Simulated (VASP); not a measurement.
# LiF (Griceite): NMR shieldings, part 2 of 3

What are the shielding tensors of LiF (Griceite)? The cell is of the rock-salt type, one of the forms listed for this formula, which need not be the common one. The start is a cell from a database of measured crystal structures.

VASP 6.6.1, plane waves and PAW; the level of theory is named at each step.

So far. Step 2 (Ground state): The cell has a gap of 9.09 eV on this mesh.

**3. Shielding tensors**

This step: chemical shifts by linear response (GIPAW), PBE; plane waves and PAW (F, Li_sv) (VASP 6.6.1).

LCHIMAG computes the induced currents by linear response. It needs tightly converged orbitals and a cutoff well above the default; LEFG adds the field gradients at no cost.

File INCAR:

```
SYSTEM = LiF
PREC = Accurate
ENCUT = 700
EDIFF = 1E-09
NELM = 100
ISMEAR = 0
SIGMA = 0.01
LREAL = .FALSE.
ALGO = Normal
GGA = PE
NBANDS = 11
LWAVE = .FALSE.
LCHARG = .FALSE.
KPAR = 4
LCHIMAG = .TRUE.
LEFG = .TRUE.
DQ = 0.001
ICHIBARE = 1
LNMR_SYM_RED = .TRUE.
```

File POSCAR:

```
LiF
1.0
    0.0000000000      2.0140000000      2.0140000000
    2.0140000000      0.0000000000      2.0140000000
    2.0140000000      2.0140000000      0.0000000000
F Li
1 1
Direct
    0.5000000000      0.5000000000      0.5000000000
    0.0000000000      0.0000000000      0.0000000000
```

File KPOINTS:

```
Automatic mesh
0
Gamma
8 8 8
0 0 0
```

Potentials, in the order of the species: F and Li_sv (PBE family, release 64).

Command:

```sh
mpirun -np 4 vasp_std
```

The program printed:

```text
[... set-up lines as in an earlier step ...]
 entering main loop
       N       E                     dE             d eps       ncg     rms          rms(c)
DAV:   1     0.439034576795E+02    0.43903E+02   -0.66118E+03   638   0.118E+03
DAV:   2    -0.839429419714E+01   -0.52298E+02   -0.51457E+02   737   0.230E+02
DAV:   3    -0.101152382531E+02   -0.17209E+01   -0.17071E+01   787   0.365E+01
DAV:   4    -0.101503677315E+02   -0.35129E-01   -0.35124E-01   805   0.518E+00
DAV:   5    -0.101507868630E+02   -0.41913E-03   -0.41912E-03   835   0.404E-01    0.453E+00
DAV:   6    -0.963291576852E+01    0.51787E+00   -0.25736E+00   722   0.107E+01    0.141E+00
DAV:   7    -0.963657081208E+01   -0.36550E-02   -0.21204E-02   895   0.137E+00    0.872E-01
DAV:   8    -0.964262240027E+01   -0.60516E-02   -0.16031E-02   829   0.149E+00    0.118E-01
DAV:   9    -0.964263527258E+01   -0.12872E-04   -0.10441E-03   754   0.319E-01    0.457E-02
DAV:  10    -0.964273657289E+01   -0.10130E-03   -0.14889E-04   746   0.106E-01    0.171E-02
DAV:  11    -0.964273515503E+01    0.14179E-05   -0.80432E-06   849   0.285E-02    0.213E-03
DAV:  12    -0.964273531064E+01   -0.15561E-06   -0.46269E-07   757   0.667E-03    0.870E-04
DAV:  13    -0.964273527857E+01    0.32071E-07   -0.60707E-08   754   0.239E-03    0.239E-04
DAV:  14    -0.964273526598E+01    0.12589E-07   -0.42038E-09   785   0.607E-04    0.638E-05
DAV:  15    -0.964273526301E+01    0.29675E-08   -0.10019E-09   619   0.313E-04    0.192E-05
DAV:  16    -0.964273526210E+01    0.91586E-09   -0.41831E-11   478   0.623E-05
ion   1
     0.0000000    -0.0000000     0.0000000    -0.0000000     0.0000000    -0.0000000
     0.0000310    -0.0000000     0.0000000    -0.0000000     0.0000000    -0.0000000
     0.0000427    -0.0000000     0.0000000    -0.0000000     0.0000000    -0.0000000
     0.0000588    -0.0000000     0.0000000    -0.0000000     0.0000000    -0.0000000
     0.0000810    -0.0000000     0.0000000    -0.0000000     0.0000000    -0.0000000

     0.0000000    -0.0000000     0.0000000    -0.0000000     0.0000000    -0.0000000
     0.0000310    -0.0000000     0.0000000    -0.0000000     0.0000000    -0.0000000
     0.0000427    -0.0000000     0.0000000    -0.0000000     0.0000000    -0.0000000
     0.0000588    -0.0000000     0.0000000    -0.0000000     0.0000000    -0.0000000
     0.0000810    -0.0000000     0.0000000    -0.0000000     0.0000000    -0.0000000

ion   2
     0.0000000    -0.0000000     0.0000000     0.0000000    -0.0000000     0.0000000
     0.0000222    -0.0000000     0.0000000     0.0000000    -0.0000000     0.0000000
     0.0000306    -0.0000000     0.0000000     0.0000000    -0.0000000     0.0000000
     0.0000422    -0.0000000     0.0000000     0.0000000    -0.0000000     0.0000000
     0.0000581    -0.0000000     0.0000000     0.0000000    -0.0000000     0.0000000

     0.0000000    -0.0000000     0.0000000     0.0000000    -0.0000000     0.0000000
     0.0000222    -0.0000000     0.0000000     0.0000000    -0.0000000     0.0000000
     0.0000306    -0.0000000     0.0000000     0.0000000    -0.0000000     0.0000000
     0.0000422    -0.0000000     0.0000000     0.0000000    -0.0000000     0.0000000
     0.0000581    -0.0000000     0.0000000     0.0000000    -0.0000000     0.0000000

   1 F= -.96427353E+01 E0= -.96427353E+01  d E =0.000000E+00
DAV:   1    -0.138009401482E+03   -0.13801E+03    0.00000E+00     0   0.000E+00
DAV:   2    -0.138009401482E+03    0.00000E+00    0.00000E+00     0   0.000E+00
BDIR= 1  IDIR= 2  IQ= -1
DAV:   1    -0.276021560116E+03   -0.27602E+03   -0.10732E-02   777   0.805E-01
DAV:   2    -0.276021591374E+03   -0.31258E-04   -0.31258E-04   737   0.146E-01
DAV:   3    -0.276021591432E+03   -0.57629E-07   -0.57610E-07   839   0.782E-03
DAV:   4    -0.276021591432E+03   -0.29456E-09   -0.27138E-09   776   0.440E-04
       N       E                     dE             d eps       ncg     rms
RMM:   1    -0.287046249479E+02   -0.28705E+02   -0.10601E+02  1222   0.604E+01
RMM:   2    -0.295182376064E+02   -0.81361E+00   -0.34508E+00  1418   0.885E+00
RMM:   3    -0.295518950455E+02   -0.33657E-01   -0.11015E-01  1403   0.207E+00
RMM:   4    -0.295534027972E+02   -0.15078E-02   -0.10827E-02  1426   0.637E-01
RMM:   5    -0.295535751618E+02   -0.17236E-03   -0.19477E-03  1407   0.246E-01
RMM:   6    -0.295536069201E+02   -0.31758E-04   -0.36919E-04  1406   0.920E-02
RMM:   7    -0.295536126828E+02   -0.57627E-05   -0.38200E-05  1286   0.209E-02
RMM:   8    -0.295536130056E+02   -0.32276E-06   -0.23971E-06  1188   0.535E-03
RMM:   9    -0.295536130363E+02   -0.30704E-07   -0.39962E-07  1082   0.194E-03
RMM:  10    -0.295536130427E+02   -0.63980E-08   -0.91319E-08  1018   0.755E-04
RMM:  11    -0.295536130434E+02   -0.68516E-09   -0.47521E-09   989   0.177E-04
BDIR= 1  IDIR= 2  IQ=  0
DAV:   1    -0.276018800306E+03   -0.27602E+03   -0.62182E-12   481   0.213E-05
DAV:   2    -0.276018800306E+03    0.54001E-11   -0.12916E-12   451   0.734E-06
       N       E                     dE             d eps       ncg     rms
RMM:   1    -0.287142943375E+02   -0.28714E+02   -0.10612E+02  1221   0.604E+01
RMM:   2    -0.295289758265E+02   -0.81468E+00   -0.34555E+00  1407   0.886E+00
RMM:   3    -0.295626036833E+02   -0.33628E-01   -0.11047E-01  1387   0.207E+00
RMM:   4    -0.295641141011E+02   -0.15104E-02   -0.10845E-02  1407   0.637E-01
RMM:   5    -0.295642868573E+02   -0.17276E-03   -0.19548E-03  1365   0.246E-01
RMM:   6    -0.295643186044E+02   -0.31747E-04   -0.36915E-04  1332   0.920E-02
RMM:   7    -0.295643243356E+02   -0.57312E-05   -0.38049E-05  1234   0.209E-02
RMM:   8    -0.295643246582E+02   -0.32260E-06   -0.24044E-06  1151   0.535E-03
RMM:   9    -0.295643246891E+02   -0.30909E-07   -0.40379E-07  1048   0.194E-03
RMM:  10    -0.295643246955E+02   -0.64404E-08   -0.92180E-08   995   0.757E-04
RMM:  11    -0.295643246962E+02   -0.68825E-09   -0.48114E-09   975   0.177E-04
BDIR= 1  IDIR= 2  IQ=  1
DAV:   1    -0.276016122017E+03   -0.27602E+03   -0.10735E-02   777   0.805E-01
DAV:   2    -0.276016153567E+03   -0.31550E-04   -0.31550E-04   713   0.146E-01
DAV:   3    -0.276016153628E+03   -0.60802E-07   -0.60772E-07   841   0.788E-03
DAV:   4    -0.276016153628E+03   -0.25011E-09   -0.25080E-09   753   0.406E-04
       N       E                     dE             d eps       ncg     rms
RMM:   1    -0.287238965679E+02   -0.28724E+02   -0.10623E+02  1223   0.604E+01
RMM:   2    -0.295396464391E+02   -0.81575E+00   -0.34603E+00  1418   0.887E+00
RMM:   3    -0.295732459917E+02   -0.33600E-01   -0.11080E-01  1401   0.208E+00
RMM:   4    -0.295747592044E+02   -0.15132E-02   -0.10864E-02  1422   0.638E-01
[...]
RLQ:   7    -0.513162720127E+00   -0.38900E-09   -0.75518E-10   949   0.978E-05
BDIR= 3  IDIR= 1  IQ= -1
DAV:   1    -0.276011391337E+03   -0.27601E+03   -0.97252E-03   754   0.806E-01
DAV:   2    -0.276011426487E+03   -0.35150E-04   -0.35150E-04   726   0.147E-01
DAV:   3    -0.276011426571E+03   -0.83849E-07   -0.83853E-07   850   0.846E-03
DAV:   4    -0.276011426571E+03   -0.48715E-09   -0.51038E-09   753   0.503E-04
       N       E                     dE             d eps       ncg     rms
RMM:   1    -0.327399251389E+02   -0.32740E+02   -0.13003E+02  1252   0.630E+01
RMM:   2    -0.336049943513E+02   -0.86507E+00   -0.40408E+00  1450   0.934E+00
RMM:   3    -0.336403222925E+02   -0.35328E-01   -0.14030E-01  1425   0.231E+00
RMM:   4    -0.336423398942E+02   -0.20176E-02   -0.13320E-02  1459   0.734E-01
RMM:   5    -0.336425744818E+02   -0.23459E-03   -0.24358E-03  1450   0.271E-01
RMM:   6    -0.336426085028E+02   -0.34021E-04   -0.43827E-04  1457   0.116E-01
RMM:   7    -0.336426147454E+02   -0.62426E-05   -0.42748E-05  1382   0.247E-02
RMM:   8    -0.336426155506E+02   -0.80518E-06   -0.45116E-06  1311   0.790E-03
RMM:   9    -0.336426156552E+02   -0.10461E-06   -0.62738E-07  1185   0.241E-03
RMM:  10    -0.336426156679E+02   -0.12721E-07   -0.29592E-08  1090   0.551E-04
RMM:  11    -0.336426156689E+02   -0.97528E-09   -0.59513E-09  1073   0.205E-04
BDIR= 3  IDIR= 1  IQ=  0
DAV:   1    -0.276018800306E+03   -0.27602E+03   -0.64340E-12   481   0.213E-05
DAV:   2    -0.276018800306E+03    0.44906E-11   -0.16861E-12   451   0.734E-06
       N       E                     dE             d eps       ncg     rms
RMM:   1    -0.327438579329E+02   -0.32744E+02   -0.13008E+02  1253   0.631E+01
RMM:   2    -0.336084216979E+02   -0.86456E+00   -0.40436E+00  1441   0.934E+00
RMM:   3    -0.336437290875E+02   -0.35307E-01   -0.14010E-01  1419   0.230E+00
RMM:   4    -0.336457541123E+02   -0.20250E-02   -0.13320E-02  1433   0.735E-01
RMM:   5    -0.336459889556E+02   -0.23484E-03   -0.24314E-03  1421   0.270E-01
RMM:   6    -0.336460229434E+02   -0.33988E-04   -0.43700E-04  1417   0.116E-01
RMM:   7    -0.336460293102E+02   -0.63668E-05   -0.44072E-05  1338   0.246E-02
RMM:   8    -0.336460299746E+02   -0.66433E-06   -0.41594E-06  1259   0.719E-03
RMM:   9    -0.336460300640E+02   -0.89415E-07   -0.51348E-07  1133   0.212E-03
RMM:  10    -0.336460300757E+02   -0.11685E-07   -0.28579E-08  1041   0.526E-04
RMM:  11    -0.336460300766E+02   -0.92944E-09   -0.56583E-09  1021   0.192E-04
BDIR= 3  IDIR= 1  IQ=  1
DAV:   1    -0.276026162449E+03   -0.27603E+03   -0.97168E-03   748   0.806E-01
DAV:   2    -0.276026196522E+03   -0.34073E-04   -0.34073E-04   722   0.146E-01
DAV:   3    -0.276026196602E+03   -0.80076E-07   -0.80107E-07   837   0.835E-03
DAV:   4    -0.276026196603E+03   -0.51227E-09   -0.50894E-09   758   0.534E-04
       N       E                     dE             d eps       ncg     rms
RMM:   1    -0.327475391037E+02   -0.32748E+02   -0.13012E+02  1253   0.631E+01
RMM:   2    -0.336115922167E+02   -0.86405E+00   -0.40463E+00  1448   0.934E+00
RMM:   3    -0.336468920485E+02   -0.35300E-01   -0.14003E-01  1425   0.230E+00
RMM:   4    -0.336489128009E+02   -0.20208E-02   -0.13294E-02  1455   0.734E-01
RMM:   5    -0.336491474103E+02   -0.23461E-03   -0.24279E-03  1449   0.270E-01
RMM:   6    -0.336491813016E+02   -0.33891E-04   -0.43570E-04  1455   0.115E-01
RMM:   7    -0.336491876013E+02   -0.62997E-05   -0.43570E-05  1382   0.246E-02
RMM:   8    -0.336491882931E+02   -0.69170E-06   -0.42902E-06  1314   0.752E-03
RMM:   9    -0.336491883879E+02   -0.94856E-07   -0.55254E-07  1189   0.228E-03
RMM:  10    -0.336491884002E+02   -0.12294E-07   -0.29837E-08  1091   0.554E-04
RMM:  11    -0.336491884012E+02   -0.98253E-09   -0.59574E-09  1074   0.206E-04
BDIR= 3  IDIR= 2  IQ= -1
DAV:   1    -0.276021560116E+03   -0.27602E+03   -0.10732E-02   777   0.805E-01
DAV:   2    -0.276021591374E+03   -0.31258E-04   -0.31258E-04   737   0.146E-01
DAV:   3    -0.276021591432E+03   -0.57602E-07   -0.57610E-07   839   0.782E-03
DAV:   4    -0.276021591432E+03   -0.23141E-09   -0.27138E-09   776   0.440E-04
       N       E                     dE             d eps       ncg     rms
RMM:   1    -0.310587290288E+02   -0.31059E+02   -0.11732E+02  1260   0.617E+01
RMM:   2    -0.320483476725E+02   -0.98962E+00   -0.47906E+00  1422   0.989E+00
RMM:   3    -0.320845202640E+02   -0.36173E-01   -0.12577E-01  1402   0.223E+00
RMM:   4    -0.320863945142E+02   -0.18743E-02   -0.12735E-02  1440   0.710E-01
RMM:   5    -0.320866087526E+02   -0.21424E-03   -0.23398E-03  1418   0.269E-01
RMM:   6    -0.320866431292E+02   -0.34377E-04   -0.44499E-04  1418   0.114E-01
RMM:   7    -0.320866501017E+02   -0.69725E-05   -0.54064E-05  1345   0.282E-02
RMM:   8    -0.320866508790E+02   -0.77727E-06   -0.62087E-06  1272   0.922E-03
RMM:   9    -0.320866509719E+02   -0.92918E-07   -0.53808E-07  1157   0.226E-03
RMM:  10    -0.320866509820E+02   -0.10116E-07   -0.38813E-08  1060   0.535E-04
RMM:  11    -0.320866509828E+02   -0.78371E-09   -0.42886E-09  1054   0.179E-04
BDIR= 3  IDIR= 2  IQ=  0
DAV:   1    -0.276018800306E+03   -0.27602E+03   -0.64502E-12   481   0.213E-05
DAV:   2    -0.276018800306E+03    0.76000E-10   -0.14865E-12   451   0.734E-06
       N       E                     dE             d eps       ncg     rms
RMM:   1    -0.310469079635E+02   -0.31047E+02   -0.11721E+02  1259   0.617E+01
RMM:   2    -0.320360584819E+02   -0.98915E+00   -0.47805E+00  1415   0.988E+00
RMM:   3    -0.320722303916E+02   -0.36172E-01   -0.12574E-01  1398   0.223E+00
RMM:   4    -0.320741075309E+02   -0.18771E-02   -0.12763E-02  1409   0.711E-01
RMM:   5    -0.320743219461E+02   -0.21442E-03   -0.23440E-03  1399   0.270E-01
RMM:   6    -0.320743564517E+02   -0.34506E-04   -0.44673E-04  1376   0.115E-01
RMM:   7    -0.320743634964E+02   -0.70447E-05   -0.54614E-05  1303   0.282E-02
RMM:   8    -0.320743642467E+02   -0.75029E-06   -0.61072E-06  1234   0.894E-03
RMM:   9    -0.320743643340E+02   -0.87303E-07   -0.49750E-07  1115   0.213E-03
RMM:  10    -0.320743643437E+02   -0.97278E-08   -0.38573E-08  1027   0.525E-04
RMM:  11    -0.320743643445E+02   -0.78001E-09   -0.42711E-09  1010   0.175E-04
BDIR= 3  IDIR= 2  IQ=  1
DAV:   1    -0.276016122017E+03   -0.27602E+03   -0.10735E-02   777   0.805E-01
DAV:   2    -0.276016153567E+03   -0.31550E-04   -0.31550E-04   713   0.146E-01
DAV:   3    -0.276016153628E+03   -0.60722E-07   -0.60772E-07   841   0.788E-03
DAV:   4    -0.276016153628E+03   -0.28359E-09   -0.25083E-09   753   0.406E-04
       N       E                     dE             d eps       ncg     rms
RMM:   1    -0.310348826830E+02   -0.31035E+02   -0.11710E+02  1258   0.617E+01
RMM:   2    -0.320235132599E+02   -0.98863E+00   -0.47702E+00  1424   0.988E+00
RMM:   3    -0.320596951541E+02   -0.36182E-01   -0.12583E-01  1405   0.223E+00
RMM:   4    -0.320615630461E+02   -0.18679E-02   -0.12764E-02  1435   0.710E-01
RMM:   5    -0.320617770300E+02   -0.21398E-03   -0.23478E-03  1426   0.270E-01
RMM:   6    -0.320618116671E+02   -0.34637E-04   -0.44853E-04  1415   0.115E-01
RMM:   7    -0.320618185958E+02   -0.69287E-05   -0.53333E-05  1340   0.283E-02
RMM:   8    -0.320618194858E+02   -0.89000E-06   -0.64450E-06  1272   0.959E-03
RMM:   9    -0.320618195878E+02   -0.10204E-06   -0.60718E-07  1150   0.238E-03
RMM:  10    -0.320618195983E+02   -0.10483E-07   -0.38230E-08  1055   0.529E-04
RMM:  11    -0.320618195991E+02   -0.77339E-09   -0.42747E-09  1049   0.177E-04
       N       E                     dE             d eps       ncg     rms
RLQ:   1    -0.451820628465E+00   -0.45182E+00   -0.50809E-01   978   0.257E+00
RLQ:   2    -0.463246710313E+00   -0.11426E-01   -0.40103E-02  1138   0.529E-01
RLQ:   3    -0.463478522244E+00   -0.23181E-03   -0.58065E-04  1104   0.633E-02
RLQ:   4    -0.463487218496E+00   -0.86963E-05   -0.25280E-05  1070   0.118E-02
RLQ:   5    -0.463487475471E+00   -0.25697E-06   -0.61600E-07   929   0.178E-03
RLQ:   6    -0.463487485077E+00   -0.96064E-08   -0.23932E-08   897   0.388E-04
RLQ:   7    -0.463487485403E+00   -0.32571E-09   -0.59500E-10   785   0.728E-05
```

The job ended after 88 s (4 MPI ranks of AMD EPYC 7R43, shared host; peak memory 0.62 GiB; 5.8 min of CPU time).

OUTCAR, selected parts (step 3):

```text
The static configuration has the point symmetry O_h .

 Found     29 irreducible k-points:

   dimension x,y,z NGX =    28 NGY =   28 NGZ =   28
   dimension x,y,z NGXF=    56 NGYF=   56 NGZF=   56

   ENCUT  =  700.0 eV  51.45 Ry    7.17 a.u.   6.14  6.14  6.14*2*pi/ulx,y,z

   NELECT =      10.0000    total number of electrons

  Total        0.1237241      0.1237241      0.1237241     -0.0000000     -0.0000000      0.0000000
  in kB       12.1326734     12.1326734     12.1326734     -0.0000000     -0.0000000      0.0000000
  external PRESSURE =      12.1326734 kB  Pullay stress =       0.0000000 kB

  energy-cutoff  :      700.00
  volume of cell :       16.34
      direct lattice vectors                 reciprocal lattice vectors
     0.000000000  2.014000000  2.014000000    -0.248262165  0.248262165  0.248262165
     2.014000000  0.000000000  2.014000000     0.248262165 -0.248262165  0.248262165
     2.014000000  2.014000000  0.000000000     0.248262165  0.248262165 -0.248262165

 POSITION                                       TOTAL-FORCE (eV/Angst)
 -----------------------------------------------------------------------------------
      2.01400      2.01400      2.01400        -0.000000      0.000000     -0.000000
      0.00000      0.00000      0.00000         0.000000     -0.000000      0.000000
 -----------------------------------------------------------------------------------
    total drift:                                0.000000      0.000000      0.000000

 Electric field gradients after diagonalization (V/A^2)
 (convention: |V_zz| > |V_xx| > |V_yy|)
----------------------------------------------------------------------
 ion       V_xx      V_yy      V_zz     asymmetry (V_yy - V_xx)/ V_zz
----------------------------------------------------------------------
   1       0.000     0.000    -0.001       0.000
   2       0.001     0.001    -0.002       0.000
----------------------------------------------------------------------

  ORBITAL MAGNETIC SUSCEPTIBILITY, excluding core contribution
 -------------------------------------------------------------
  Approximate magnetic susceptibility, pGv (10^-6 cm^3/mole)
     1         -6.910676          0.000000          0.000000
     2          0.000000         -6.910676          0.000000
     3         -0.000000         -0.000000         -6.910676
 -------------------------------------------------------------
  Approximate magnetic susceptibility, vGv (10^-6 cm^3/mole)
     1         -7.906090         -0.000000         -0.000000
     2          0.000000         -7.906090          0.000000
     3          0.000000          0.000000         -7.906090

  CSA tensor (J. Mason, Solid State Nucl. Magn. Reson. 2, 285 (1993))
  for chemical shielding  (including the isotropic core contribution)

  BDIR labels direction of applied magnetic field (i.e. B0)
  For BDIR==1, B0 along x-axis, etc.
  Induced field listed along cartesian directions for each BDIR
 ------------------------------------------------------------------------------------------
                 EXCLUDING G=0 CONTRIBUTION              INCLUDING G=0 CONTRIBUTION
 ------------------------------------------------------------------------------------------
  ion  BDIR            X           Y           Z                X           Y           Z
          (   iso_shield        span        skew ) (   iso_shield        span        skew )
 ------------------------------------------------------------------------------------------
    1     1     361.1899     -0.0000     -0.0000         367.1304     -0.0000     -0.0000
          2      -0.0000    361.1899     -0.0000          -0.0000    367.1304     -0.0000
          3       0.0000      0.0000    361.1899           0.0000      0.0000    367.1304
          (     361.1899      0.0000      0.0000 ) (     367.1304      0.0000      0.0000 )

    2     1      81.3849      0.0000      0.0000          87.3254     -0.0000     -0.0000
          2       0.0000     81.3849      0.0000           0.0000     87.3254     -0.0000
          3      -0.0000     -0.0000     81.3849          -0.0000     -0.0000     87.3254
          (      81.3849      0.0000      0.0000 ) (      87.3254      0.0000      0.0000 )
 ------------------------------------------------------------------------------------------

[... 5 parts as in an earlier step ...]

[... 1 further part left out ...]
```

This step gave:

```yaml
free_energy_toten: -9.643 eV
fermi_energy: -0.8086 eV
pressure: 1.213 GPa
gap_on_the_k_mesh: 9.080 eV
least_direct_gap_on_the_k_mesh: 9.080 eV
```

Valence and core; the G = 0 term is that of a spherical sample. NMR shielding, by row:

```tsv
atom	isotropic shielding (ppm)	span (ppm)	skew	isotropic shielding without the G = 0 term (ppm)
F1	367.1	0	-	361.2
Li2	87.33	0	-	81.38
```

Ordered as |Vzz| ≥ |Vxx| ≥ |Vyy|, the program's way. Electric field gradients, by row:

```tsv
atom	Vxx (V/Å²)	Vyy (V/Å²)	Vzz (V/Å²)	asymmetry
F1	0	0	-0.001	-
Li2	0.001	0.001	-0.002	-
```

(Part 2 of 3 ends here.)

[Lines on the potential files, build, host, timing and source positions are cut from VASP's logs without a mark.]

[Logs are printed without paths, hosts, clocks, repeated set-up lines and the standing remarks that a program may print on its own settings, such as how far it seeks lower states.]

[Hosts, paths, dates, database ids (printed as entryN), source tags and the programs' standing remarks are cut or masked in the printed files.]
